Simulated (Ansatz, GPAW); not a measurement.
# Geometry or basis: what sets the conductance of ethane-1,2-dithiol between two Al chains

Wanted: T(E) of ethane-1,2-dithiol between two Al chains at a relaxed geometry in two programs, beside the unrelaxed structure.

Main program and level: GPAW 26.7.0 and Ansatz 0.2.0; Ansatz plane waves; relaxation of the junction with the lead ends held; PAW set soft_1, in the first sound run; inputs show where later runs differ.

### Step 1. Starting point

The cell holds 22 atoms: 14 Al, 2 S, 4 H and 2 C. Its edges and angles: a = 9.359 Å, b = 9.000 Å, c = 38.091 Å, α = 90.0°, β = 90.0°, γ = 90.0°. Regions: left lead, 7 atoms (7 Al); channel, 8 atoms (2 S, 4 H and 2 C); right lead, 7 atoms (7 Al). Vacuum lies along a and b. The structure is stacked along c, and the current runs across the ab planes.

### Step 2. Relaxing the atoms

Transmission follows bond lengths closely, so the atoms between the held lead ends are relaxed first, from a slightly shaken start that lets symmetry break.

input.yaml

```yaml
crystal:
  lattice:
    - [9.3589019158, 0.0, 0.0]
    - [0.0, 9.0, 0.0]
    - [0.0, 0.0, 38.0905692368]
  atoms:
    - { symbol: Al, position: [0.5, 0.5, 0.031503861] }
    - { symbol: Al, position: [0.5, 0.5, 0.0945115831] }
    - { symbol: Al, position: [0.5, 0.5, 0.1575193052] }
    - { symbol: Al, position: [0.5, 0.5, 0.2205270272] }
    - { symbol: Al, position: [0.5, 0.5, 0.2835347493] }
    - { symbol: Al, position: [0.4955199282, 0.495986635, 0.3455168088] }
    - { symbol: Al, position: [0.4980039794, 0.5048242671, 0.4082890042] }
    - { symbol: S, position: [0.3849363931, 0.4136051557, 0.4543894023] }
    - { symbol: H, position: [0.6504899844, 0.5199113714, 0.4864337977] }
    - { symbol: H, position: [0.4137050197, 0.635680025, 0.4896289113] }
    - { symbol: C, position: [0.4219891295, 0.5118596914, 0.4927945047] }
    - { symbol: C, position: [0.5728690134, 0.4840139023, 0.5060029961] }
    - { symbol: H, position: [0.5889950295, 0.3700120852, 0.5115452684] }
    - { symbol: H, position: [0.3452043837, 0.4791101975, 0.5161142414] }
    - { symbol: S, position: [0.6186319472, 0.5876093705, 0.5445792118] }
    - { symbol: Al, position: [0.505891154, 0.4980721637, 0.5913860258] }
    - { symbol: Al, position: [0.5045623105, 0.4922519955, 0.6545215517] }
    - { symbol: Al, position: [0.5, 0.5, 0.7164652507] }
    - { symbol: Al, position: [0.5, 0.5, 0.7794729728] }
    - { symbol: Al, position: [0.5, 0.5, 0.8424806948] }
    - { symbol: Al, position: [0.5, 0.5, 0.9054884169] }
    - { symbol: Al, position: [0.5, 0.5, 0.968496139] }
kpoints:
  mp_grid: { grid: [1, 1, 2] }
hamiltonian:
  xc: pbe
  pseudopotentials: { kind: paw, azcp: { folder: soft_1 } }
scf:
  occupations: { method: fermi_dirac, width: 0.1 }
relax:
  f_tol: 0.03
  max_steps: 80
  constraints: [{ sites: [0, 1, 2, 3, 4, 17, 18, 19, 20, 21] }]
```

Started as:

```bash
$ ansatz run input.yaml --threads 4 --pin off --max-ram 8192MiB --backend cpu --events-out ev --progress --plain --runs-dir out
```

Numbers of over 12 decimals in the logs are rounded to 6 here.

Output:

```text
Engine: ansatz 0.2.0, x86_64-unknown-linux-gnu
Pseudopotentials: kind: paw
Pseudopotential: Al, paw, valence charge 3, recommended cutoff 420 eV (normal), soft_1/Al.paw.azcp
Pseudopotential: S, paw, valence charge 6, recommended cutoff 420 eV (normal), soft_1/S.paw.azcp
Pseudopotential: H, paw, valence charge 1, recommended cutoff 420 eV (normal), soft_1/H.paw.azcp
Pseudopotential: C, paw, valence charge 4, recommended cutoff 420 eV (normal), soft_1/C.paw.azcp
Functional definition: PBE
  parameter kappa = 0.804
  parameter beta = 0.066725
  exchange = pbe_x(kappa = kappa, mu = beta*pi^2/3)
  correlation = pbe_c(beta = beta)
Crystal: 22 atoms, lattice volume = 3208.373 Å³
Basis set: ecut = 420 eV, 62663 PW (Γ), exchange–correlation on 128×128×512 points (8 copies of the dense FFT grid, shifted against one another)
Bands: 55, of which v1, the nominal top of the filled ones, is band 33 counted from 1 (32 counted from 0)
Symmetry: 1 space group operations
Space group: P1 (ITA 1), of the structure as read, at distance tolerance 1.5e-4 Å
k-points: 2
Non-local potential: Al, projectors of the file, l = 0: 2, l = 1: 2, l = 2: 1
Non-local potential: S, projectors of the file, l = 0: 2, l = 1: 2, l = 2: 1
Non-local potential: H, projectors of the file, l = 0: 2, l = 1: 1
Non-local potential: C, projectors of the file, l = 0: 2, l = 1: 2, l = 2: 1
PAW form: soft (Blöchl's): semilocal exchange-correlation on the pseudo side does not see the compensation charge
PAW one-centre angular grid: Al, 110 points (default); XC on 64 Gauss nodes
PAW one-centre angular grid: S, 110 points (default); XC on 64 Gauss nodes
PAW one-centre angular grid: H, 110 points (default); XC on 64 Gauss nodes
PAW one-centre angular grid: C, 110 points (default); XC on 64 Gauss nodes
Initial density: superposition of atomic densities (neutral atoms: chi_scale 0, normalization atom)
Initial wavefunctions: pseudopotential atomic-orbital guess
Functional: x = pbe(κ = 0.804, μ = 0.219515), c = pbe(β = 0.066725)
SCF iter   1: F=—  HF=-9875.199196 eV  |F-HF|=—  |Δ(HF+E_count)|=         —  Δρ=2.04e-2  dr2=2.03e1  ethr=3.10e-3  ⟨swp⟩=23.5  Hψ=891  notcnv=0
preconditioner: auto → LDOS  [metal: Δε(μ)=0.065 eV  Ē_g=4.926 eV  σ=0.100 eV  W_gap=0.16  n_scr=144 (ndim 8)  ℏωp=4.5 eV  f_vac=0.583  D(μ)=19.62/eV (n_scr^D=68)  β→1.0]
SCF iter   2: F=—  HF=-9870.493293 eV  |F-HF|=—  |Δ(HF+E_count)|=    4.71e0  Δρ=1.10e-2  dr2=5.41e0  ethr=3.10e-3  ⟨swp⟩=7.0  Hψ=387  notcnv=0
SCF iter   3: F=—  HF=-9869.436704 eV  |F-HF|=—  |Δ(HF+E_count)|=    1.06e0  Δρ=2.82e-3  dr2=6.27e-1  ethr=3.10e-3  ⟨swp⟩=4.5  Hψ=344  notcnv=0
SCF iter   4: F=—  HF=-9869.339270 eV  |F-HF|=—  |Δ(HF+E_count)|=   9.74e-2  Δρ=9.03e-4  dr2=1.03e-1  ethr=9.51e-4  ⟨swp⟩=4.0  Hψ=237  notcnv=0  defer=1
SCF iter   5: F=—  HF=-9869.337579 eV  |F-HF|=—  |Δ(HF+E_count)|=   1.69e-3  Δρ=4.87e-4  dr2=3.23e-2  ethr=1.56e-4  ⟨swp⟩=2.0  Hψ=179  notcnv=0
SCF iter   6: F=—  HF=-9869.334682 eV  |F-HF|=—  |Δ(HF+E_count)|=   2.90e-3  Δρ=1.96e-4  dr2=2.87e-3  ethr=4.89e-5  ⟨swp⟩=2.5  Hψ=152  notcnv=0
SCF iter   7: F=—  HF=-9869.334732 eV  |F-HF|=—  |Δ(HF+E_count)|=   5.02e-5  Δρ=8.13e-5  dr2=8.69e-4  ethr=4.34e-6  ⟨swp⟩=2.0  Hψ=167  notcnv=0
SCF iter   8: F=—  HF=-9869.334736 eV  |F-HF|=—  |Δ(HF+E_count)|=   3.58e-6  Δρ=4.50e-5  dr2=1.71e-4  ethr=1.32e-6  ⟨swp⟩=2.5  Hψ=177  notcnv=0
SCF iter   9: F=—  HF=-9869.334731 eV  |F-HF|=—  |Δ(HF+E_count)|=   4.64e-6  Δρ=2.05e-5  dr2=3.99e-5  ethr=2.59e-7  ⟨swp⟩=2.0  Hψ=168  notcnv=0
SCF iter  10: F=-9869.334728 eV  HF=-9869.334729 eV  |F-HF|=1.07e-6  |Δ(HF+E_count)|=   2.65e-6  Δρ=6.13e-6  dr2=2.98e-6  ethr=3.41e-8  ⟨swp⟩=5.0  Hψ=383  notcnv=0
SCF 1 converged in 10 iterations: F = -9869.334728 eV  dr2 = 2.98e-6
  greatest PAW one-centre occupation: 0.856 electrons in one spin orbital (limit 2), on the S atom at site 14 (counted from 0), in its partial waves of l = 0
relax step   1: F+E_penalty+E_count = -9869.33472751 eV  Δ(F+E_penalty+E_count) = +0.000e0 eV  max|allowed force component| = 2.675e0 eV/Å  Δτ_max = 0.0000 Å  (10 SCF iters, dr2 threshold 2.25e-5 eV, accepted)
Initial density: handed on by an earlier stage of this run
Initial wavefunctions: those handed on with the density
iter 1 solved again at ethr=9.69e-4 eV; its pass at ethr=3.10e-3 eV (dr2=6.40e-1 eV) is discarded
SCF iter   1: F=—  HF=-9869.856762 eV  |F-HF|=—  |Δ(HF+E_count)|=         —  Δρ=2.87e-3  dr2=5.98e-1  ethr=9.69e-4  ⟨swp⟩=1.0  Hψ=436  notcnv=0
preconditioner: auto → LDOS  [metal: Δε(μ)=0.154 eV  Ē_g=5.223 eV  σ=0.100 eV  W_gap=0.36  n_scr=144 (ndim 8)  ℏωp=5.0 eV  f_vac=0.621  D(μ)=22.22/eV (n_scr^D=84)  β→1.0]
SCF iter   2: F=—  HF=-9869.807381 eV  |F-HF|=—  |Δ(HF+E_count)|=   4.94e-2  Δρ=1.26e-3  dr2=2.45e-1  ethr=9.06e-4  ⟨swp⟩=2.5  Hψ=215  notcnv=0
SCF iter   3: F=—  HF=-9869.794713 eV  |F-HF|=—  |Δ(HF+E_count)|=   1.27e-2  Δρ=5.04e-4  dr2=2.67e-2  ethr=3.71e-4  ⟨swp⟩=2.0  Hψ=220  notcnv=0
SCF iter   4: F=—  HF=-9869.792862 eV  |F-HF|=—  |Δ(HF+E_count)|=   1.85e-3  Δρ=2.47e-4  dr2=5.07e-3  ethr=4.04e-5  ⟨swp⟩=2.0  Hψ=158  notcnv=0
SCF iter   5: F=—  HF=-9869.792411 eV  |F-HF|=—  |Δ(HF+E_count)|=   4.51e-4  Δρ=9.65e-5  dr2=9.02e-4  ethr=7.67e-6  ⟨swp⟩=2.0  Hψ=145  notcnv=0
SCF iter   6: F=—  HF=-9869.792415 eV  |F-HF|=—  |Δ(HF+E_count)|=   3.95e-6  Δρ=4.08e-5  dr2=2.06e-4  ethr=1.37e-6  ⟨swp⟩=2.0  Hψ=164  notcnv=0
SCF iter   7: F=-9869.792405 eV  HF=-9869.792411 eV  |F-HF|=6.71e-6  |Δ(HF+E_count)|=   4.15e-6  Δρ=1.40e-5  dr2=1.43e-5  ethr=1.52e-7  ⟨swp⟩=3.0  Hψ=426  notcnv=0
SCF 2 converged in 7 iterations: F = -9869.792405 eV  dr2 = 1.43e-5
  greatest PAW one-centre occupation: 0.857 electrons in one spin orbital (limit 2), on the S atom at site 14 (counted from 0), in its partial waves of l = 0
relax step   2: F+E_penalty+E_count = -9869.79240451 eV  Δ(F+E_penalty+E_count) = -4.577e-1 eV  max|allowed force component| = 1.653e0 eV/Å  Δτ_max = 0.1932 Å  (7 SCF iters, dr2 threshold 1.00e-4 eV, accepted)
iter 1 solved again at ethr=7.31e-4 eV; its pass at ethr=3.10e-3 eV (dr2=4.82e-1 eV) is discarded
SCF iter   1: F=—  HF=-9870.140981 eV  |F-HF|=—  |Δ(HF+E_count)|=         —  Δρ=1.67e-3  dr2=4.70e-1  ethr=7.31e-4  ⟨swp⟩=1.0  Hψ=457  notcnv=0
preconditioner: auto → LDOS  [metal: Δε(μ)=0.138 eV  Ē_g=5.187 eV  σ=0.100 eV  W_gap=0.33  n_scr=144 (ndim 8)  ℏωp=5.0 eV  f_vac=0.621  D(μ)=21.16/eV (n_scr^D=84)  β→1.0]
SCF iter   2: F=—  HF=-9870.101546 eV  |F-HF|=—  |Δ(HF+E_count)|=   3.94e-2  Δρ=7.99e-4  dr2=5.54e-2  ethr=7.11e-4  ⟨swp⟩=3.0  Hψ=133  notcnv=0
SCF iter   3: F=—  HF=-9870.099622 eV  |F-HF|=—  |Δ(HF+E_count)|=   1.92e-3  Δρ=4.36e-4  dr2=1.62e-2  ethr=8.39e-5  ⟨swp⟩=2.0  Hψ=219  notcnv=0
[...]
relax step   5: F+E_penalty+E_count = -9870.51240018 eV  Δ(F+E_penalty+E_count) = -1.557e-1 eV  max|allowed force component| = 2.385e-1 eV/Å  Δτ_max = 0.1975 Å  (7 SCF iters, dr2 threshold 1.34e-5 eV, accepted)
relax step   6: F+E_penalty+E_count = -9870.59508184 eV  Δ(F+E_penalty+E_count) = -8.268e-2 eV  max|allowed force component| = 8.904e-2 eV/Å  Δτ_max = 0.1949 Å  (6 SCF iters, dr2 threshold 2.51e-5 eV, accepted)
relax step   7: F+E_penalty+E_count = -9870.64230951 eV  Δ(F+E_penalty+E_count) = -4.723e-2 eV  max|allowed force component| = 6.708e-2 eV/Å  Δτ_max = 0.2000 Å  (8 SCF iters, dr2 threshold 1.11e-6 eV, accepted)
relax step   8: F+E_penalty+E_count = -9870.67861086 eV  Δ(F+E_penalty+E_count) = -3.630e-2 eV  max|allowed force component| = 1.368e-1 eV/Å  Δτ_max = 0.1947 Å  (10 SCF iters, accepted)
relax step   9: F+E_penalty+E_count = -9870.69159595 eV  Δ(F+E_penalty+E_count) = -1.299e-2 eV  max|allowed force component| = 2.857e-1 eV/Å  Δτ_max = 0.1968 Å  (7 SCF iters, dr2 threshold 1.06e-5 eV, accepted)
relax step  10: F+E_penalty+E_count = -9870.71382600 eV  Δ(F+E_penalty+E_count) = -2.223e-2 eV  max|allowed force component| = 1.691e-1 eV/Å  Δτ_max = 0.0772 Å  (5 SCF iters, dr2 threshold 8.16e-5 eV, accepted)
relax step  11: F+E_penalty+E_count = -9870.73120538 eV  Δ(F+E_penalty+E_count) = -1.738e-2 eV  max|allowed force component| = 7.689e-2 eV/Å  Δτ_max = 0.1218 Å  (7 SCF iters, dr2 threshold 1.00e-5 eV, accepted)
relax step  12: F+E_penalty+E_count = -9870.74050576 eV  Δ(F+E_penalty+E_count) = -9.300e-3 eV  max|allowed force component| = 2.052e-1 eV/Å  Δτ_max = 0.1953 Å  (8 SCF iters, dr2 threshold 1.22e-6 eV, accepted)
relax step  13: F+E_penalty+E_count = -9870.74699397 eV  Δ(F+E_penalty+E_count) = -6.488e-3 eV  max|allowed force component| = 1.203e-1 eV/Å  Δτ_max = 0.0680 Å  (6 SCF iters, dr2 threshold 8.71e-6 eV, accepted)
relax step  14: F+E_penalty+E_count = -9870.75218312 eV  Δ(F+E_penalty+E_count) = -5.189e-3 eV  max|allowed force component| = 4.953e-2 eV/Å  Δτ_max = 0.1046 Å  (7 SCF iters, dr2 threshold 4.97e-6 eV, accepted)
relax step  15: F+E_penalty+E_count = -9870.75433083 eV  Δ(F+E_penalty+E_count) = -2.148e-3 eV  max|allowed force component| = 1.197e-1 eV/Å  Δτ_max = 0.1475 Å  (9 SCF iters, accepted)
relax step  16: F+E_penalty+E_count = -9870.75612001 eV  Δ(F+E_penalty+E_count) = -1.789e-3 eV  max|allowed force component| = 7.633e-2 eV/Å  Δτ_max = 0.0409 Å  (6 SCF iters, dr2 threshold 2.43e-6 eV, accepted)
relax step  17: F+E_penalty+E_count = -9870.75692880 eV  Δ(F+E_penalty+E_count) = -8.088e-4 eV  max|allowed force component| = 3.567e-2 eV/Å  Δτ_max = 0.0257 Å  (6 SCF iters, dr2 threshold 2.37e-6 eV, accepted)
relax step  18: F+E_penalty+E_count = -9870.75763599 eV  Δ(F+E_penalty+E_count) = -7.072e-4 eV  max|allowed force component| = 1.793e-2 eV/Å  Δτ_max = 0.0612 Å  (8 SCF iters, accepted)
relax step  19: F+E_penalty+E_count = -9870.75788792 eV  Δ(F+E_penalty+E_count) = -2.519e-4 eV  max|allowed force component| = 5.389e-2 eV/Å  Δτ_max = 0.0728 Å  (8 SCF iters, accepted)
SCF iter   1: F=—  HF=-9870.758166 eV  |F-HF|=—  |Δ(HF+E_count)|=         —  Δρ=8.11e-5  dr2=2.05e-4  ethr=1.34e-6  ⟨swp⟩=3.0  Hψ=212  notcnv=0
preconditioner: auto → LDOS  [metal: Δε(μ)=0.125 eV  Ē_g=5.121 eV  σ=0.100 eV  W_gap=0.30  n_scr=144 (ndim 8)  ℏωp=5.0 eV  f_vac=0.622  D(μ)=18.73/eV (n_scr^D=68)  β→1.0]
SCF iter   2: F=—  HF=-9870.758220 eV  |F-HF|=—  |Δ(HF+E_count)|=   5.40e-5  Δρ=7.55e-5  dr2=3.19e-4  ethr=3.10e-7  ⟨swp⟩=3.0  Hψ=203  notcnv=0
SCF iter   3: F=—  HF=-9870.758136 eV  |F-HF|=—  |Δ(HF+E_count)|=   8.37e-5  Δρ=6.52e-6  dr2=1.21e-6  ethr=3.10e-7  ⟨swp⟩=2.0  Hψ=156  notcnv=0
SCF iter   4: F=—  HF=-9870.758118 eV  |F-HF|=—  |Δ(HF+E_count)|=   1.87e-5  Δρ=2.49e-6  dr2=4.23e-7  ethr=1.52e-10  ⟨swp⟩=7.0  Hψ=476  notcnv=0
SCF iter   5: F=-9870.758118 eV  HF=-9870.758118 eV  |F-HF|=1.90e-8  |Δ(HF+E_count)|=   7.22e-8  Δρ=8.92e-7  dr2=6.29e-8  ethr=1.52e-10  ⟨swp⟩=4.0  Hψ=464  notcnv=0
SCF 20 converged in 5 iterations: F = -9870.758118 eV  dr2 = 6.29e-8
relax step  20: F+E_penalty+E_count = -9870.75811756 eV  Δ(F+E_penalty+E_count) = -2.296e-4 eV  max|allowed force component| = 1.696e-2 eV/Å  Δτ_max = 0.0033 Å  (5 SCF iters, accepted)
SCF converged after 5 iterations
Free energy (F): -9870.758118 eV
Harris-Foulkes:  -9870.758118 eV  (|F-HF|=1.90e-8)
Internal energy: -9870.144699 eV  (E = F + TS)
E sigma→0 (E₀):  -9870.451408 eV
Entropy (-TS):   -0.613418 eV (-27.883 meV/atom)
Fermi energy:    -2.957860 eV
--- Per-component energies (eV) ---
  E_band       = -504.071818
  E_kinetic    = 703.930268
  E_local      = -5435.966015  (includes V_loc(G=0)·N_el)
  E_nonlocal   = 270.722827
  E_hartree    = 2361.517704
  E_xc         = -792.952723
  E_vxc        = -677.323995  (∫ρ·V_xc dr)
  E_paw        = -7992.467858  (= ΣΔE_a)
  E_vpaw       = -88.464807  (= ΣTr[D̂ρ^β])
  E_aug_tail   = -0.004374  (compensation charges beyond the density's cutoff)
  E_ewald      = 1015.075471
  E_smearing   = -0.613418  (= −TS)
  E_closure    = -0.000000  (closes the sum)
  Σ components = -9870.758118   (vs F -9870.758118, Δ=0.00e0)
--- Forces (eV/Å), atoms counted from 1 ---
  atom   1  Al     0.00018855     0.00057939    -0.02519560
  atom   2  Al    -0.00366585    -0.03673314    -0.04494611
  atom   3  Al     0.00857697     0.09037139    -0.05606538
  atom   4  Al    -0.00740988    -0.08180150    -0.31885392
  atom   5  Al     0.00125682     0.02112345     0.81041124
  atom   6  Al     0.00026815     0.00258103    -0.00150156
  atom   7  Al    -0.00049027    -0.00153455    -0.00268825
  atom   8  S      0.00113773     0.00735000     0.00906039
  atom   9  H     -0.01695551     0.00278846     0.00197649
  atom  10  H     -0.00539349    -0.00965473     0.00999942
  atom  11  C     -0.00162705    -0.00563714    -0.00003918
  atom  12  C      0.00160616    -0.00210106    -0.00438529
  atom  13  H      0.00566470     0.01169488    -0.00920354
  atom  14  H      0.01690540    -0.00228418    -0.00118551
  atom  15  S     -0.00154349    -0.00029315    -0.00485638
  atom  16  Al     0.00053605    -0.00206100     0.00195182
  atom  17  Al    -0.00004262    -0.00026024     0.00189540
  atom  18  Al    -0.00138261    -0.02221431    -0.81068281
  atom  19  Al     0.00775633     0.08229152     0.31854426
  atom  20  Al    -0.00891243    -0.09024855     0.05582924
  atom  21  Al     0.00382949     0.03651629     0.04479010
  atom  22  Al    -0.00023124    -0.00049175     0.02512505
  max |Σ_I F_I| component: 7.19e-5 eV/Å
--- Relaxed structure (20 steps of the walk, 20 accepted, 0 SCFs on fresh bases) ---
  F+E_penalty+E_count = -9870.75811756 eV   max|allowed force component| = 1.696e-2 eV/Å
  atoms:
    - { symbol: Al, position: [0.5, 0.5, 0.031503861] }
    - { symbol: Al, position: [0.5, 0.5, 0.094512] }
    - { symbol: Al, position: [0.5, 0.5, 0.1575193052] }
    - { symbol: Al, position: [0.5, 0.5, 0.220527] }
    - { symbol: Al, position: [0.5, 0.5, 0.2835347493] }
    - { symbol: Al, position: [0.484433, 0.336557, 0.338210] }
    - { symbol: Al, position: [0.489861, 0.476553, 0.398060] }
    - { symbol: S, position: [0.458238, 0.374176, 0.450727] }
    - { symbol: H, position: [0.650100, 0.443349, 0.510399] }
    - { symbol: H, position: [0.515488, 0.624771, 0.472476] }
    - { symbol: C, position: [0.462031, 0.526762, 0.483502] }
    - { symbol: C, position: [0.539171, 0.473226, 0.516449] }
    - { symbol: H, position: [0.485712, 0.375192, 0.527466] }
    - { symbol: H, position: [0.351079, 0.556584, 0.489537] }
    - { symbol: S, position: [0.543118, 0.625737, 0.549220] }
    - { symbol: Al, position: [0.510607, 0.523599, 0.601881] }
    - { symbol: Al, position: [0.516161, 0.663241, 0.661771] }
    - { symbol: Al, position: [0.5, 0.5, 0.7164652507] }
    - { symbol: Al, position: [0.5, 0.5, 0.7794729728] }
    - { symbol: Al, position: [0.5, 0.5, 0.8424806948] }
    - { symbol: Al, position: [0.5, 0.5, 0.905488] }
    - { symbol: Al, position: [0.5, 0.5, 0.968496] }
```

Elapsed: 99 s, on 4 threads of Intel Xeon Platinum 8488C (Sapphire Rapids), shared host; peak memory 2.8 GiB.

Relaxation path:

```
step  energy less that of the first step (eV)  largest force component (eV/Å)
   1                                   0.0000                          2.6746
   2                                  -0.4577                          1.6528
   3                                  -0.7630                          0.5331
   4                                  -1.0220                          0.3588
   5                                  -1.1777                          0.2385
   6                                  -1.2604                          0.0890
   7                                  -1.3076                          0.0671
   8                                  -1.3439                          0.1368
   9                                  -1.3569                          0.2857
  10                                  -1.3791                          0.1691
  11                                  -1.3965                          0.0769
  12                                  -1.4058                          0.2052
  13                                  -1.4123                          0.1203
  14                                  -1.4175                          0.0495
  15                                  -1.4196                          0.1197
  16                                  -1.4214                          0.0763
  17                                  -1.4222                          0.0357
  18                                  -1.4229                          0.0179
  19                                  -1.4232                          0.0539
  20                                  -1.4234                          0.0170
```

The atoms that moved most (Å):

```
atom      dx      dy      dz  length
Al17   0.109   1.539   0.276   1.567
 Al6  -0.104  -1.435  -0.278   1.465
 H14   0.055   0.697  -1.012   1.230
 H10   0.953  -0.098  -0.653   1.159
  H9  -0.004  -0.689   0.913   1.144
 H13  -0.967   0.047   0.606   1.142
 S15  -0.707   0.343   0.177   0.805
  S8   0.686  -0.355  -0.139   0.785
```

Final coordinates:

```cif
data_structure
_symmetry_space_group_name_H-M 'P 1'
_symmetry_Int_Tables_number 1
_cell_length_a 9.3589
_cell_length_b 9.0000
_cell_length_c 38.0906
_cell_angle_alpha 90.000
_cell_angle_beta 90.000
_cell_angle_gamma 90.000
_cell_volume 3208.37
loop_
_atom_site_label
_atom_site_type_symbol
_atom_site_fract_x
_atom_site_fract_y
_atom_site_fract_z
_atom_site_occupancy
Al1 Al 0.50000 0.50000 0.03150 1
Al2 Al 0.50000 0.50000 0.09451 1
Al3 Al 0.50000 0.50000 0.15752 1
Al4 Al 0.50000 0.50000 0.22053 1
Al5 Al 0.50000 0.50000 0.28353 1
Al6 Al 0.48443 0.33656 0.33821 1
Al7 Al 0.48986 0.47655 0.39806 1
S8 S 0.45824 0.37418 0.45073 1
H9 H 0.65010 0.44335 0.51040 1
H10 H 0.51549 0.62477 0.47248 1
C11 C 0.46203 0.52676 0.48350 1
C12 C 0.53917 0.47323 0.51645 1
H13 H 0.48571 0.37519 0.52747 1
H14 H 0.35108 0.55658 0.48954 1
S15 S 0.54312 0.62574 0.54922 1
Al16 Al 0.51061 0.52360 0.60188 1
Al17 Al 0.51616 0.66324 0.66177 1
Al18 Al 0.50000 0.50000 0.71647 1
Al19 Al 0.50000 0.50000 0.77947 1
Al20 Al 0.50000 0.50000 0.84248 1
Al21 Al 0.50000 0.50000 0.90549 1
Al22 Al 0.50000 0.50000 0.96850 1
```

Numbers from this step:

| Property | Result |
| --- | --- |
| free energy | -9870.7581 eV |
| smearing term TS | 0.6134 eV |
| symmetry operations | 1 |

The relaxation lowered the energy of the cell by 1.42 eV.

(Part 1 of 4 ends here.)

[Logs are printed without paths, hosts, clocks, repeated set-up lines and the standing remarks that a program may print on its own settings, such as how far it seeks lower states.]

[Hosts, paths, dates, database ids (printed as entryN), source tags and the programs' standing remarks are cut or masked in the printed files.]
